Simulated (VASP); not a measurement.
# PtSe2 (Sudovikovite): atomic charges with SCAN+D3+U

Crystal: PtSe2 (Sudovikovite).

```xyz
3
Lattice="3.7240 0.0000 0.0000 -1.8620 3.2251 0.0000 0.0000 0.0000 5.0620" Properties=species:S:1:pos:R:3 pbc="T T T"
Pt    0.0000    0.0000    0.0000
Se    1.8620    1.0750    3.7965
Se    0.0000    2.1501    1.2655
```

| Property | Result |
| --- | --- |
| Program | VASP 6.6.1 |
| Task | atomic charges |
| Functional | SCAN |
| Dispersion | D3 |
| Potentials or basis | VASP PAW PBE potentials, release 64 (Pt, Se) |
| Cutoff | 500 eV |
| k mesh | 8 × 8 × 5 |
| Occupations | gaussian, width 0.01 eV |
| Spin | no spin polarisation |
| Hubbard terms | Pt d U = 4 eV |
| Further INCAR settings | ALGO = Normal; EDIFF = 1e-07 |

```yaml
Pressure: -2.1 GPa
Largest_force: 0.209 eV/Å
Band_gap_on_the_k_mesh: none (metal or under the smearing width)
Valence_electrons_inside_the_program's_atomic_spheres: Pt 9.63; Se 3.81
Dispersion_energy_per_atom: -0.122 eV
```

Forces in eV/Å, atoms in the order of the input:
```
Pt   0.000  0.000  0.000
Se   0.000  0.000  0.209
Se   0.000  0.000 -0.209
```

Stress tensor (GPa, compression positive):
```
-2.99  0.00  0.00
 0.00 -2.99  0.00
 0.00  0.00 -0.37
```

Levels at points of the mesh, in eV from the Fermi level:
| k point | band 7 | band 8 | band 9 | band 10 | band 11 | band 12 | band 13 | band 14 | band 15 |
| --- | --- | --- | --- | --- | --- | --- | --- | --- | --- |
| (0.00, 0.00, 0.00) | -5.43 | -3.70 | -1.29 | -1.29 | 0.26 | 1.33 | 1.33 | 3.82 | 4.31 |
| (0.50, 0.00, 0.00) | -4.89 | -4.52 | -3.99 | -3.82 | -3.71 | 0.52 | 2.29 | 4.68 | 6.10 |

Eigenvalues of the final occupation matrices:
```
    site  spin  trace               eigenvalues
site 1 d     1   4.19  0.70 0.70 0.93 0.93 0.93
site 1 d     2   4.19  0.70 0.70 0.93 0.93 0.93
```

It took 8.8 min on 1 thread of AMD EPYC 7571, on a shared host, peak memory 0.18 GiB.

Caveat: the PAW data sets were made with another functional, which shifts forces and pressure a little; U without spin polarisation on a metal has little footing; pairwise dispersion overbinds metals, which lowers pressure and volume. Spin-orbit coupling is left out, which matters for the levels of Pt.
